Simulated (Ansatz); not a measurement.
## Ag under changes of volume

One of the cells (18.035 Å³/atom); the others are scaled copies at fixed shape and fractional positions:

```
CELL_PARAMETERS angstrom
2.88620 0.00000 0.00000
-1.44310 2.49952 0.00000
0.00000 0.00000 10.00000
ATOMIC_POSITIONS crystal
Ag 0.00000 0.00000 0.50000
Ag 0.00000 0.00000 0.00000
Ag 0.66667 0.33333 0.75000
Ag 0.33333 0.66667 0.25000
```

This isn't the form of Ag at room conditions, which is fcc.

```yaml
Program: Ansatz 0.2.0
Functional: LDA
Potentials_or_basis: Ansatz PAW
Cutoff: "420 eV (not typed: the program's choice for these potentials)"
k_mesh: 11 × 11 × 3
Occupations: fermi-dirac, width 0.05 eV
Spin: no spin polarisation
```

```tsv
volume (Å³/atom)	energy over the lowest point (meV/atom)	pressure (GPa)
16.953	0.00	-6.3
17.314	16.41	-8.3
17.675	36.97	-10.0
18.035	61.06	-11.4
18.396	?	?
18.757	117.70	-13.6
19.117	149.37	-14.5
```

Task: What does the run at 18.396 Å³/atom give?

Result: Energy over the lowest point 88.13 meV/atom; pressure -12.6 GPa.

Worked out: A Birch-Murnaghan fit of order 3 (a polynomial in V^(-2/3)) to the other rows has no minimum within the range. It gives 88.11 meV/atom at 18.396 Å³/atom, against the run's 88.13, and -dE/dV = -12.6 GPa, against -12.6.

Energies are extrapolated to zero smearing.

Caveats: the PAW data sets come from PBE, with cores solved anew for the run's functional, which leaves a small shift of forces and pressure.
